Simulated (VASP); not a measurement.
Wanted: the native input for a VASP 6.6.1 run.

```yaml
Task: single point
Functional: PBE
Potentials_or_basis: VASP PAW PBE potentials, release 64 (Mn_pv, O)
Cutoff: 520 eV
k_mesh: 5 × 5 × 7
Occupations: gaussian, width 0.1 eV
Spin: collinear spin, typed start
Starting_moments: "[4.5, 4.5, 0.0, 0.0, 0.0, 0.0] μB"
Hubbard_terms: Mn d U = 6.3 eV
Dipole_correction: no
Further_INCAR_settings: ALGO = Fast; EDIFF = 1e-06; NBANDS = 38
```

The structure of MnO2 lies in POSCAR:

```
MnO2
1.0
    4.3983000000      0.0000000000      0.0000000000
    0.0000000000      4.3983000000      0.0000000000
    0.0000000000      0.0000000000      2.8730000000
Mn O
2 4
Direct
    0.0000000000      0.0000000000      0.0000000000
    0.5000000000      0.5000000000      0.5000000000
    0.3051500000      0.3051500000      0.0000000000
    0.1948500000      0.8051500000      0.5000000000
    0.6948500000      0.6948500000      0.0000000000
    0.8051500000      0.1948500000      0.5000000000
```

These files were run (other wordings do the same):

INCAR

```
PREC = Accurate
ENCUT = 520
EDIFF = 1E-6
ISMEAR = 0
SIGMA = 0.1
LREAL = False
LASPH = True
NELM = 150
ALGO = Fast
ISIF = 2
LWAVE = False
LCHARG = False
ISPIN = 2
MAGMOM = 4.5 4.5 0 0 0 0
LORBIT = 11
LMAXMIX = 4
LDAU = True
LDAUTYPE = 2
LDAUL = 2 -1
LDAUU = 6.3 0
LDAUJ = 0 0
LDAUPRINT = 1
GGA = PE
NBANDS = 38
```

KPOINTS

```
regular mesh
0
Gamma
  5 5 7
```

Potentials or basis: VASP PAW PBE potentials, release 64 (Mn_pv, O).

Run with:

```bash
$ cat potpaw_PBE.64/Mn_pv/POTCAR potpaw_PBE.64/O/POTCAR > POTCAR
$ mpirun -np 1 vasp_std > vasp.out
```

Results of the run:

```
Pressure                                              : 17.6 GPa
Largest force                                         : 0.202 eV/Å
Band gap on the k mesh                                : none (metal or under the smearing width)
Net moment                                            : 6.06 μB per cell
Site moments                                          : Mn +3.28; O -0.14 μB
Valence electrons inside the program's atomic spheres : Mn 11.66; O 5.06
```

Run time: 59 s on 1 thread of Intel(R) Xeon(R) 6975P-C (Granite Rapids), with other jobs on the host, peak memory 0.23 GiB.
